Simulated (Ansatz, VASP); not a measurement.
# MgI2 in VASP and in Ansatz

```xyz
3
Lattice="4.1273 0.0000 0.0000 -2.0636 3.5743 0.0000 0.0000 0.0000 7.2351" Properties=species:S:1:pos:R:3 pbc="T T T"
Mg    0.0000    0.0000    0.0000
I     0.0000    2.3829    5.5628
I     2.0636    1.1914    1.6723
```

Change from the starting cell: uniaxial strain along c, a, b and atoms relaxed: +3.0 %.

Alike in both runs: functional PBEsol; k mesh 6 × 6 × 4; occupations gaussian, width 0.02 eV; no spin polarisation.

Ansatz relaxed the structure, and its values are those at the end. VASP's run is a single point on that final structure, the one shown.

|  | VASP | Ansatz |
| --- | --- | --- |
| version | VASP 6.6.1 | Ansatz 0.2.0 |
| potentials or method | VASP PAW PBE potentials, release 64 (Mg, I) | scalar-relativistic, plane waves, PAW |
| plane-wave cutoff (eV) | 520 | 420 |
| valence electrons in the cell | 16 | 44 |

Ansatz gave:

* gap on the k mesh at the Fermi level (eV): 3.55
* least direct gap on the mesh (eV): 3.70
* pressure (GPa): -0.1

Problem. Which values does VASP return?

Solution. gap on the k mesh at the Fermi level (eV): 3.54; least direct gap on the mesh (eV): 3.69; pressure (GPa): -0.1.

The two sets of potentials don't hold the same shells in valence. Ansatz warned: «symmetry_narrowed_by_cell_relaxation».

Caveats: the PAW data sets were made with another functional, which shifts forces and pressure a little (VASP); spin-orbit coupling is left out, which moves the levels of the heavy elements; this functional lacks dispersion, which binds the layers, so the pressure and a relaxed spacing across them are unreliable. A k mesh can miss the band edges.
